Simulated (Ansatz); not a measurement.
## Lattice dynamics of RbBr (Fm-3m)

Wanted: phonon frequencies of RbBr (Fm-3m) and what follows from them.

Method: DFT LDA, scalar-relativistic, plane waves, PAW; PAW set soft_1, in Ansatz 0.2.0.

The database entry behind the starting cell differs from later determinations by our own check (about 0.5 % short), so it need not match the best structure at ambient conditions.

## (1) Starting point

The structure is cubic, space group Fm-3m (No. 225). Conventional cell: a = 6.854 Å, b = 6.854 Å, c = 6.854 Å, α = 90.00°, β = 90.00°, γ = 90.00°. Nearest to Rb lie 6 Br at 3.43 Å. Br has 6 Rb at 3.43 Å nearest. Farther neighbours and most contacts between anions are not listed.

## (2) Relaxation

The cell and atoms are relaxed, since residual forces and stress would shift the frequencies.

input.yaml

```yaml
crystal:
  lattice:
    - [0.0, 3.427, 3.427]
    - [3.427, 0.0, 3.427]
    - [3.427, 3.427, 0.0]
  atoms:
    - { symbol: Rb, position: [0.0, 0.0, 0.0] }
    - { symbol: Br, position: [0.5, 0.5, 0.5] }
kpoints:
  mp_grid: { grid: [6, 6, 6] }
hamiltonian:
  xc: lda
  pseudopotentials: { kind: paw, azcp: { folder: soft_1 }, xc_functional: pbe }
scf:
  occupations: { method: gaussian, width: 0.02 }
output:
  forces: true
  stress: true
  eigenvalues: true
  write_density: true
  write_potential: true
  elf: true
  volumetric_format: npy
relax:
  adjacent_minimum: "off"
  f_tol: 0.005
  max_steps: 80
  cell: { stress_tol: 0.05 }
```

Command:

```bash
$ ansatz run input.yaml --threads 4 --pin off --max-ram 10240MiB --backend cpu --events-out ev --progress --plain --runs-dir out
```

Numbers of over 12 decimals in the logs are rounded to 6 here.

Log:

```text
Engine: ansatz 0.2.0, aarch64-unknown-linux-gnu
Pseudopotentials: kind: paw
Pseudopotential: Rb, paw, valence charge 9, recommended cutoff 420 eV (normal), soft_1/Rb.paw.azcp
Pseudopotential: Br, paw, valence charge 7, recommended cutoff 420 eV (normal), soft_1/Br.paw.azcp
Functional definition: SPW92
  exchange = slater_x
  correlation = pw_c
Crystal: 2 atoms, lattice volume = 80.496 Å³
Basis set: ecut = 420 eV, 1591 PW (Γ)
Bands: 12, of which v1, the nominal top of the filled ones, is band 8 counted from 1 (7 counted from 0)
Symmetry: 48 space group operations
Space group: Fm-3m (ITA 225), of the structure as read, at distance tolerance 4.3e-5 Å
k-points: 16 of 216
Non-local potential: Rb, projectors of the file, l = 0: 3, l = 1: 2, l = 2: 2
Non-local potential: Br, projectors of the file, l = 0: 2, l = 1: 2, l = 2: 2
PAW form: soft (Blöchl's): semilocal exchange-correlation on the pseudo side does not see the compensation charge
PAW frozen core: Rb, regenerated for the run's functional, and the local potential with it (the file was generated under x = pbe(κ = 0.804, μ = 0.219515), c = pbe(β = 0.066725))
PAW frozen core: Br, regenerated for the run's functional, and the local potential with it (the file was generated under x = pbe(κ = 0.804, μ = 0.219515), c = pbe(β = 0.066725))
PAW one-centre angular grid: Rb, 110 points (default); XC on 64 Gauss nodes
PAW one-centre angular grid: Br, 110 points (default); XC on 64 Gauss nodes
Initial density: superposition of atomic densities (chi_scale 0.1, normalization cell, long waves kept (reshape's long-wave potential 0.00 eV rms))
Initial wavefunctions: pseudopotential atomic-orbital guess
Functional: x = slater, c = lda
SCF iter   1: F=—  HF=-5868.727033 eV  |F-HF|=—  |Δ(HF+E_count)|=         —  Δρ=2.95e-2  dr2=1.40e0  ethr=3.10e-3  ⟨swp⟩=7.9  Hψ=1334  notcnv=0
preconditioner: auto → none  [insulator: Δε(μ)=3.059 eV  Ē_g=13.108 eV  σ=0.020 eV  W_gap=1.00  n_scr=14 (ndim 8)  ℏωp=15.5 eV  f_vac=0.000  D(μ)=0.00/eV (n_scr^D=0)  ε∞_Penn≈2.4]
SCF iter   2: F=—  HF=-5868.146071 eV  |F-HF|=—  |Δ(HF+E_count)|=   5.81e-1  Δρ=7.64e-3  dr2=7.60e-2  ethr=3.10e-3  ⟨swp⟩=3.0  Hψ=570  notcnv=0
SCF iter   3: F=—  HF=-5868.125566 eV  |F-HF|=—  |Δ(HF+E_count)|=   2.05e-2  Δρ=2.89e-3  dr2=8.20e-3  ethr=4.75e-4  ⟨swp⟩=2.0  Hψ=302  notcnv=0
SCF iter   4: F=—  HF=-5868.125413 eV  |F-HF|=—  |Δ(HF+E_count)|=   1.53e-4  Δρ=8.74e-4  dr2=7.14e-4  ethr=5.13e-5  ⟨swp⟩=3.4  Hψ=316  notcnv=0
SCF iter   5: F=—  HF=-5868.125541 eV  |F-HF|=—  |Δ(HF+E_count)|=   1.28e-4  Δρ=7.77e-5  dr2=5.75e-6  ethr=4.46e-6  ⟨swp⟩=2.1  Hψ=322  notcnv=0
SCF iter   6: F=—  HF=-5868.125549 eV  |F-HF|=—  |Δ(HF+E_count)|=   8.14e-6  Δρ=8.68e-6  dr2=7.40e-8  ethr=6.25e-10  ⟨swp⟩=10.6  Hψ=1730  notcnv=0
SCF iter   7: F=-5868.125549 eV  HF=-5868.125549 eV  |F-HF|=4.35e-10  |Δ(HF+E_count)|=   2.51e-8  Δρ=1.28e-6  dr2=1.11e-9  ethr=4.63e-10  ⟨swp⟩=6.0  Hψ=1137  notcnv=0
SCF 1 converged in 7 iterations: F = -5868.125549 eV  dr2 = 1.11e-9
  greatest PAW one-centre occupation: 0.973 electrons in one spin orbital (limit 2), on the Rb atom at site 0 (counted from 0), in its partial waves of l = 0
relax step   1: F+E_penalty+E_count = -5868.12554888 eV  Δ(F+E_penalty+E_count) = +0.000e0 eV  max|allowed force component| = 1.027e-29 eV/Å  Δτ_max = 0.0000 Å  P = -1.228 GPa  Ω = 80.496 Å³  (7 SCF iters, dr2 threshold 1.00e-7 eV, accepted)
Crystal: 2 atoms, lattice volume = 77.403 Å³
Basis set: ecut = 420 eV, 1459 PW (Γ)
Initial density: handed on by an earlier stage of this run
Initial wavefunctions: those handed on with the density
iter 1 solved again at ethr=4.85e-6 eV; its pass at ethr=3.10e-3 eV (dr2=7.77e-4 eV) is discarded
SCF iter   1: F=—  HF=-5868.145053 eV  |F-HF|=—  |Δ(HF+E_count)|=         —  Δρ=6.43e-4  dr2=9.07e-4  ethr=4.85e-6  ⟨swp⟩=2.1  Hψ=1549  notcnv=0
preconditioner: auto → none  [insulator: Δε(μ)=4.018 eV  Ē_g=13.141 eV  σ=0.020 eV  W_gap=1.00  n_scr=14 (ndim 8)  ℏωp=15.8 eV  f_vac=0.051  D(μ)=0.00/eV (n_scr^D=0)  ε∞_Penn≈2.4]
SCF iter   2: F=—  HF=-5868.144682 eV  |F-HF|=—  |Δ(HF+E_count)|=   3.70e-4  Δρ=3.33e-4  dr2=8.50e-5  ethr=4.85e-6  ⟨swp⟩=2.2  Hψ=321  notcnv=0
SCF iter   3: F=—  HF=-5868.144667 eV  |F-HF|=—  |Δ(HF+E_count)|=   1.54e-5  Δρ=1.22e-4  dr2=1.26e-5  ethr=5.31e-7  ⟨swp⟩=2.1  Hψ=270  notcnv=0
SCF iter   4: F=—  HF=-5868.144666 eV  |F-HF|=—  |Δ(HF+E_count)|=   1.05e-6  Δρ=1.76e-5  dr2=3.08e-7  ethr=7.87e-8  ⟨swp⟩=2.0  Hψ=292  notcnv=0
SCF iter   5: F=-5868.144666 eV  HF=-5868.144666 eV  |F-HF|=4.99e-9  |Δ(HF+E_count)|=   4.53e-8  Δρ=3.53e-6  dr2=7.17e-9  ethr=1.25e-9  ⟨swp⟩=10.1  Hψ=1482  notcnv=0
SCF 2 converged in 5 iterations: F = -5868.144666 eV  dr2 = 7.17e-9
relax step   2: F+E_penalty+E_count = -5868.14466596 eV  Δ(F+E_penalty+E_count) = -1.912e-2 eV  max|allowed force component| = 4.585e-30 eV/Å  Δτ_max = 0.0000 Å  P = -0.713 GPa  Ω = 77.403 Å³  energy of the carried Pulay correction = +1.748e-4 eV  (5 SCF iters, dr2 threshold 2.00e-7 eV, accepted)
Crystal: 2 atoms, lattice volume = 73.495 Å³
iter 1 solved again at ethr=8.31e-6 eV; its pass at ethr=3.10e-3 eV (dr2=1.33e-3 eV) is discarded
SCF iter   1: F=—  HF=-5868.152795 eV  |F-HF|=—  |Δ(HF+E_count)|=         —  Δρ=8.21e-4  dr2=1.35e-3  ethr=8.31e-6  ⟨swp⟩=2.0  Hψ=1530  notcnv=0
preconditioner: auto → none  [insulator: Δε(μ)=4.149 eV  Ē_g=13.253 eV  σ=0.020 eV  W_gap=1.00  n_scr=14 (ndim 8)  ℏωp=16.2 eV  f_vac=0.037  D(μ)=0.00/eV (n_scr^D=0)  ε∞_Penn≈2.5]
SCF iter   2: F=—  HF=-5868.152240 eV  |F-HF|=—  |Δ(HF+E_count)|=   5.55e-4  Δρ=4.24e-4  dr2=1.28e-4  ethr=8.31e-6  ⟨swp⟩=2.5  Hψ=365  notcnv=0
SCF iter   3: F=—  HF=-5868.152214 eV  |F-HF|=—  |Δ(HF+E_count)|=   2.59e-5  Δρ=1.59e-4  dr2=1.93e-5  ethr=8.03e-7  ⟨swp⟩=2.4  Hψ=274  notcnv=0
SCF iter   4: F=—  HF=-5868.152212 eV  |F-HF|=—  |Δ(HF+E_count)|=   1.37e-6  Δρ=2.37e-5  dr2=5.45e-7  ethr=1.21e-7  ⟨swp⟩=2.1  Hψ=286  notcnv=0
SCF iter   5: F=-5868.152212 eV  HF=-5868.152212 eV  |F-HF|=7.20e-9  |Δ(HF+E_count)|=   2.14e-8  Δρ=4.43e-6  dr2=1.05e-8  ethr=1.25e-9  ⟨swp⟩=10.1  Hψ=1521  notcnv=0
SCF 3 converged in 5 iterations: F = -5868.152212 eV  dr2 = 1.05e-8
  greatest PAW one-centre occupation: 0.974 electrons in one spin orbital (limit 2), on the Rb atom at site 0 (counted from 0), in its partial waves of l = 0
relax step   3: F+E_penalty+E_count = -5868.15221232 eV  Δ(F+E_penalty+E_count) = -7.546e-3 eV  max|allowed force component| = 3.533e-30 eV/Å  Δτ_max = 0.0000 Å  P = +0.160 GPa  Ω = 73.495 Å³  energy of the carried Pulay correction = +4.057e-4 eV  (5 SCF iters, dr2 threshold 2.00e-7 eV, accepted)
[...]
relax step   4: F+E_penalty+E_count = -5868.15247972 eV  Δ(F+E_penalty+E_count) = -2.674e-4 eV  max|allowed force component| = 6.722e-30 eV/Å  Δτ_max = 0.0000 Å  P = -0.015 GPa  Ω = 74.183 Å³  energy of the carried Pulay correction = +3.643e-4 eV  (4 SCF iters, dr2 threshold 6.42e-8 eV, accepted)
Initial wavefunctions: pseudopotential atomic-orbital guess (no wavefunctions were taken with the density)
iter 1 solved again at ethr=1.31e-6 eV; its pass at ethr=3.10e-3 eV (dr2=2.10e-4 eV) is discarded
SCF iter   1: F=—  HF=-5868.152142 eV  |F-HF|=—  |Δ(HF+E_count)|=         —  Δρ=5.56e-5  dr2=2.77e-7  ethr=1.31e-6  ⟨swp⟩=4.0  Hψ=1917  notcnv=0
eigensolver tolerance schedule: the retry pair's looser diagonalisation over-reported the residual by 756.32 of it (diagonalisation noise at 0.47 of the residual, at the tolerance the schedule requests for it); recorded, not acted on — ethr = c·dr2/N_el stays at c = 1.0e-1
preconditioner: auto → none  [insulator: Δε(μ)=4.155 eV  Ē_g=13.232 eV  σ=0.020 eV  W_gap=1.00  n_scr=14 (ndim 8)  ℏωp=16.1 eV  f_vac=0.044  D(μ)=0.00/eV (n_scr^D=0)  ε∞_Penn≈2.5]
SCF iter   2: F=—  HF=-5868.152147 eV  |F-HF|=—  |Δ(HF+E_count)|=   5.09e-6  Δρ=2.73e-5  dr2=6.42e-8  ethr=1.73e-9  ⟨swp⟩=2.6  Hψ=323  notcnv=0
SCF iter   3: F=—  HF=-5868.152147 eV  |F-HF|=—  |Δ(HF+E_count)|=   7.19e-8  Δρ=2.70e-6  dr2=6.00e-9  ethr=4.01e-10  ⟨swp⟩=2.0  Hψ=304  notcnv=0
SCF iter   4: F=—  HF=-5868.152147 eV  |F-HF|=—  |Δ(HF+E_count)|=   1.99e-9  Δρ=3.99e-7  dr2=3.66e-11  ethr=3.75e-11  ⟨swp⟩=2.7  Hψ=290  notcnv=0
SCF iter   5: F=-5868.152147 eV  HF=-5868.152147 eV  |F-HF|=9.09e-13  |Δ(HF+E_count)|=  1.18e-11  Δρ=1.45e-7  dr2=4.32e-12  ethr=1.00e-12  ⟨swp⟩=6.4  Hψ=940  notcnv=0
SCF 5 converged in 5 iterations: F = -5868.152147 eV  dr2 = 4.32e-12
relax step   5: F+E_penalty+E_count = -5868.15214728 eV  Δ(F+E_penalty+E_count) = +3.324e-4 eV  max|allowed force component| = 3.911e-30 eV/Å  Δτ_max = 0.0000 Å  P = -0.016 GPa  Ω = 74.183 Å³  stress off target by 1.61e-2 GPa  SCF on the basis re-selected at this cell (its energy is not comparable with the rows above)  (5 SCF iters)
basis re-selected at this cell: Δ(F+E_penalty+E_count) = +3.324e-4 eV, ΔP = -0.002 GPa vs the last step (what re-selecting the basis moved, of the pressure what is left beyond the Pulay correction that the steps carried, after the strain that the cell walked since its last selection, with what the two solves' SCF thresholds leave and, on support functions, any second-order correction that the steps lacked; it is no measure of the basis error at this ecutwfc). The dense FFT grid was sized anew with the basis: this SCF ran on 32×32×32 points, the steps before it on 36×36×36, so part of this shift can come from that change (see relax.cell in the input reference). [rest of the remark cut]
SCF converged after 5 iterations
Free energy (F): -5868.152147 eV
Harris-Foulkes:  -5868.152147 eV  (|F-HF|=9.09e-13)
Internal energy: -5868.152147 eV  (E = F + TS)
E sigma→0 (E₀):  -5868.152147 eV
Fermi energy:    3.616964 eV
--- Per-component energies (eV) ---
  E_band       = -101.253068
  E_kinetic    = 314.966167
  E_local      = -756.136703  (includes V_loc(G=0)·N_el)
  E_nonlocal   = 245.174871
  E_hartree    = 191.992081
  E_xc         = -318.693440
  E_vxc        = -239.955027  (∫ρ·V_xc dr)
  E_paw        = -4754.332950  (= ΣΔE_a)
  E_vpaw       = -49.286508  (= ΣTr[D̂ρ^β])
  E_aug_tail   = -0.000022  (compensation charges beyond the density's cutoff)
  E_ewald      = -791.599922
  E_core_change = 0.477770  (= ΣΔE_core)
  E_smearing   = -0.000000  (= −TS)
  E_closure    = 0.000000  (closes the sum)
  Σ components = -5868.152147   (vs F -5868.152147, Δ=0.00e0)
--- Forces (eV/Å), atoms counted from 1 ---
  atom   1  Rb    -0.00000000    -0.00000000     0.00000000
  atom   2  Br     0.00000000     0.00000000    -0.00000000
  max |Σ_I F_I| component: 6.90e-30 eV/Å
--- Stress (GPa, compression-positive) ---
       -0.016141      -0.000000       0.000000
       -0.000000      -0.016141      -0.000000
        0.000000       0.000000      -0.016141
  P = ⅓ Tr σ = -0.0161 GPa (-0.161 kbar)
--- Band table (eV; the first three rows and the last of 16) ---
  k-point 0: bands = [... 4 lower, -6.7369, 1.5392, 1.5392, 1.5392, 5.6946, 8.5861, 8.5861, 8.5861]
  k-point 1: bands = [... 4 lower, -6.7199, 1.1552, 1.4159, 1.4159, 6.4198, 8.4379, 8.9449, 8.9449]
  k-point 2: bands = [... 4 lower, -6.6863, 0.5703, 1.1889, 1.1889, 7.7035, 8.7044, 9.9470, 9.9470]
  k-point 15: bands = [... 4 lower, -6.7428, 1.0329, 1.0839, 1.2501, 7.5325, 9.4069, 9.4473, 10.5841]
--- Relaxed structure (4 steps of the walk, 4 accepted, 1 SCFs on fresh bases) ---
  F+E_penalty+E_count = -5868.15214728 eV   max|allowed force component| = 3.911e-30 eV/Å   (the final SCF, on the basis selected at the relaxed cell)
  cell:  # Å, volume = 74.1825 Å³
    - [0, 3.334959, 3.334959]
    - [3.334959, 0, 3.334959]
    - [3.334959, 3.334959, 0]
  atoms:
    - { symbol: Rb, position: [0, 0, 0] }
    - { symbol: Br, position: [0.5, 0.5, 0.5] }
```

Elapsed: 2.6 s, on 4 threads of Arm Neoverse V1, shared host; peak memory 0.31 GiB.

Relaxation path:

```csv
step,energy less that of the first step (eV),largest force component (eV/Å),pressure (GPa),volume (Å³)
1,0.0000,0.0000,-1.23,80.50
2,-0.0191,0.0000,-0.71,77.40
3,-0.0267,0.0000,0.16,73.50
4,-0.0269,0.0000,-0.01,74.18
5*,-0.0266,0.0000,-0.02,74.18
```

Relaxation steps marked * repeat the geometry before them on a plane-wave basis chosen anew for their cell, so energy and pressure can jump there.

The run keeps the 48 symmetry operations that it works with, so distortions that break them were not tested.

```csv
"conventional cell, symmetrised",before,after,change
a (Å),6.854,6.670,-2.7 %
b (Å),6.854,6.670,-2.7 %
c (Å),6.854,6.670,-2.7 %
volume (Å³/atom),40.25,37.09,-7.8 %
```

The relaxed structure:

```xyz
2
Lattice="0.0000 3.3350 3.3350 3.3350 0.0000 3.3350 3.3350 3.3350 0.0000" Properties=species:S:1:pos:R:3 pbc="T T T"
Rb    0.0000    0.0000    0.0000
Br    3.3350    3.3350    3.3350
```

This step gave:

```
pressure           : -0.01614 GPa
gap on the k-mesh  : 4.155 eV
volume per atom    : 37.09 Å³
direct gap on mesh : 4.155 eV
```

ELF in the ac plane of the conventional cell at fractional y = 0.000, with atoms of Rb and Br within 0.2 Å of it. It is the smooth field of the valence electrons, not physical close to the nuclei.

Values, 10 rows by 16 columns, each cell a mean:
```
0.57 0.81 0.70 0.17 0.27 0.75 0.84 0.57 0.46 0.78 0.83 0.50 0.10 0.49 0.83 0.66
0.59 0.50 0.23 0.04 0.15 0.51 0.71 0.78 0.79 0.75 0.62 0.29 0.04 0.13 0.42 0.57
0.28 0.25 0.17 0.07 0.02 0.06 0.12 0.17 0.18 0.14 0.08 0.03 0.03 0.12 0.22 0.27
0.84 0.82 0.71 0.37 0.05 0.21 0.60 0.74 0.75 0.68 0.38 0.07 0.19 0.61 0.80 0.84
0.26 0.70 0.85 0.52 0.11 0.54 0.84 0.55 0.39 0.76 0.74 0.21 0.29 0.77 0.83 0.41
0.46 0.78 0.83 0.50 0.10 0.49 0.83 0.66 0.57 0.81 0.70 0.17 0.27 0.75 0.84 0.57
0.79 0.75 0.62 0.29 0.04 0.13 0.42 0.57 0.59 0.50 0.23 0.04 0.15 0.51 0.71 0.78
0.18 0.14 0.08 0.03 0.03 0.12 0.22 0.27 0.28 0.25 0.17 0.07 0.02 0.06 0.12 0.17
0.75 0.68 0.38 0.07 0.19 0.61 0.80 0.84 0.84 0.82 0.71 0.37 0.05 0.21 0.60 0.74
0.39 0.76 0.74 0.21 0.29 0.77 0.83 0.41 0.26 0.70 0.85 0.52 0.11 0.54 0.84 0.55
```
Columns run along a (6.7 Å), rows up along c (6.7 Å), edges of the conventional cell, whose origin can differ from the input's. Atoms in or near the plane, at fractional coordinates: Rb at (0.00, 0.00), Rb at (0.50, 0.50), Br at (0.50, 0.00), Br at (0.00, 0.50).

Electrostatic potential energy in the ac plane of the conventional cell at fractional y = 0.000, with atoms of Rb and Br within 0.2 Å of it. With pseudopotentials it is smooth inside the atoms' cores, unlike the true potential.

Ten even steps from '_' (-104 eV) to '@' (8 eV), each cell a mean:
```
__..##@@@@@@@@##==--==**@@@@@@@@%%==__
--**%%@@@@@@@@@@##++**%%@@@@@@@@@@##==
%%%%@@@@@@@@@@@@@@%%%%@@@@@@@@@@@@@@%%
@@@@@@@@@@@@@@@@@@@@@@@@@@@@@@@@@@@@@@
@@@@@@@@@@@@@@@@@@@@@@@@@@@@@@@@@@@@@@
@@@@@@@@@@@@@@@@@@@@@@@@@@@@@@@@@@@@@@
%%@@@@@@@@@@@@@@@@%%%%@@@@@@@@@@@@@@@@
++##@@@@@@@@@@%%**--++##@@@@@@@@@@%%**
--==##@@@@@@@@##..____++%%@@@@@@%%**==
--==##@@@@@@@@**______--%%@@@@@@%%++--
==++%%@@@@@@@@%%--__..**@@@@@@@@@@##==
##%%@@@@@@@@@@@@%%**##%%@@@@@@@@@@@@##
@@@@@@@@@@@@@@@@@@@@@@@@@@@@@@@@@@@@@@
@@@@@@@@@@@@@@@@@@@@@@@@@@@@@@@@@@@@@@
@@@@@@@@@@@@@@@@@@@@@@@@@@@@@@@@@@@@@@
@@@@@@@@@@@@@@@@@@@@@@@@@@@@@@@@@@@@@@
##%%@@@@@@@@@@@@%%####@@@@@@@@@@@@%%##
..==%%@@@@@@@@%%++====##@@@@@@@@%%**..
__..##@@@@@@@@##==----++%%@@@@@@%%--__
```
Columns run along a (6.7 Å; values clipped at the 3rd and 97th percentile), rows up along c (6.7 Å), edges of the conventional cell, whose origin can differ from the input's. Atoms in or near the plane, at fractional coordinates: Rb at (0.00, 0.00), Rb at (0.50, 0.50), Br at (0.50, 0.00), Br at (0.00, 0.50).

Valence density in the ac plane of the conventional cell at fractional y = 0.000, with atoms of Rb and Br within 0.2 Å of it. It is the smooth field of the valence electrons, not physical close to the nuclei.

Values in e/Å³, 10 rows by 16 columns, each cell a mean:
```
1.8 1.5 0.5 0.1 0.1 0.3 0.9 0.9 0.8 1.0 0.5 0.2 0.1 0.3 1.2 1.8
0.5 0.3 0.1 0.0 0.0 0.1 0.3 0.5 0.5 0.3 0.2 0.1 0.0 0.1 0.2 0.5
0.1 0.1 0.1 0.0 0.0 0.0 0.1 0.1 0.1 0.1 0.0 0.0 0.0 0.0 0.1 0.1
0.7 0.5 0.2 0.1 0.0 0.1 0.4 0.8 0.9 0.6 0.2 0.1 0.1 0.1 0.4 0.7
0.5 1.1 0.6 0.2 0.1 0.3 1.4 1.9 1.7 1.8 0.6 0.1 0.1 0.4 1.0 0.8
0.8 1.0 0.5 0.2 0.1 0.3 1.2 1.8 1.8 1.5 0.5 0.1 0.1 0.3 0.9 0.9
0.5 0.3 0.2 0.1 0.0 0.1 0.2 0.5 0.5 0.3 0.1 0.0 0.0 0.1 0.3 0.5
0.1 0.1 0.0 0.0 0.0 0.0 0.1 0.1 0.1 0.1 0.1 0.0 0.0 0.0 0.1 0.1
0.9 0.6 0.2 0.1 0.1 0.1 0.4 0.7 0.7 0.5 0.2 0.1 0.0 0.1 0.4 0.8
1.7 1.8 0.6 0.1 0.1 0.4 1.0 0.8 0.5 1.1 0.6 0.2 0.1 0.3 1.4 1.9
```
Columns run along a (6.7 Å), rows up along c (6.7 Å), edges of the conventional cell, whose origin can differ from the input's. Atoms in or near the plane, at fractional coordinates: Rb at (0.00, 0.00), Rb at (0.50, 0.50), Br at (0.50, 0.00), Br at (0.00, 0.50).

In this step the volume went from 40.25 to 37.09 Å³/atom.

(Part 1 of 3 ends here.)

[Logs are printed without paths, hosts, clocks, repeated set-up lines and the standing remarks that a program may print on its own settings, such as how far it seeks lower states.]

[Hosts, paths, dates, database ids (printed as entryN), source tags and the programs' standing remarks are cut or masked in the printed files.]
